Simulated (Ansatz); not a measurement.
**Al (Fm-3m)**

These are results of DFT PBE, scalar-relativistic, plane waves, PAW in Ansatz 0.2.0, not measurements.

Settings: cutoff 420 eV, Γ-centred mesh 26×26×26 on the computed 1-atom cell, Gaussian smearing of 0.10 eV; no spin polarisation.

The structure is relaxed at this level of theory with its symmetry kept, and needn't be the ground state of this composition.

Space group Fm-3m (No. 225), cubic, a = 4.041 Å. Al has 12 Al at 2.86 Å.

| Quantity | Value |
| --- | --- |
| Volume per atom | 16.50 Å³ |
| Energy over the standard state (uncorrected) | 0.000 eV/atom |
| Kohn–Sham band gap | none (metal) |
| Density of states at the Fermi level | 0.4 states/eV per cell |
| Orbital (Löwdin) character within 0.5 eV of the Fermi level | Al 3p 64 %, Al 3s 31 %, unprojected 5 % |
| Bader charge by site (e) | Al (1 in the cell) 0.00 |

The cell was reached from a generator's guess, though it ends in a space group that the Crystallography Open Database lists for this formula. Löwdin shares on free-atom orbitals overweight diffuse shells.
